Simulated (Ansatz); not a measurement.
PbI₂, DFT, PBEsol, all-electron LAPW, scalar-relativistic (Ansatz 0.2.0), run on 1 thread of AMD EPYC 9R45 96-Core Processor (Zen 5) on a shared host.

The cell is COD entry 9009114, as deposited and not checked against the literature; nothing was relaxed. The listed cell was then made from it by scaling, straining or moving an atom.

Command: `ansatz run input.yaml --threads 1 --pin off --max-ram 4096MiB --backend cpu --events-out ev --progress --plain --runs-dir out`

```yaml
crystal:
  lattice:
    - [4.5550018558, 0.0, 0.0]
    - [-2.2775009279, 3.9447473214, 0.0]
    - [0.0, 0.0, 6.90723]
  atoms:
    - { symbol: Pb, position: [0.0, 0.0, 0.0] }
    - { symbol: I, position: [0.3333333333, 0.6666666667, 0.265] }
    - { symbol: I, position: [0.6666666667, 0.3333333333, 0.735] }
kpoints:
  mp_grid: { grid: [8, 8, 5] }
  band_path:
    path:
      - [0.0, 0.0, 0.0]
      - [0.5, 0.0, 0.0]
      - [0.3333333333, 0.3333333333, 0.0]
      - [0.0, 0.0, 0.0]
      - [0.0, 0.0, 0.5]
      - [0.5, 0.0, 0.5]
      - [0.3333333333, 0.3333333333, 0.5]
      - [0.0, 0.0, 0.5]
      - [0.5, 0.0, 0.5]
    npoints: 5
scf:
  occupations: { method: fermi_dirac, width: 0.02 }
hamiltonian:
  xc: pbesol
  pseudopotentials: { kind: all_electron, lapw: { basis_error: 0.001 } }
output:
  forces: true
  stress: true
  eigenvalues: true
```

(1) How large is the problem that the program sets up?

(2) About how long does it take, and how much memory does it use?

Results:

(1) 40 irreducible k-points, 651 plane waves at Γ, 52 bands.

(2) 12 s of wall time for 8 SCF iterations, with a peak of 0.5 GiB. Times on shared machines scatter by tens of per cent.
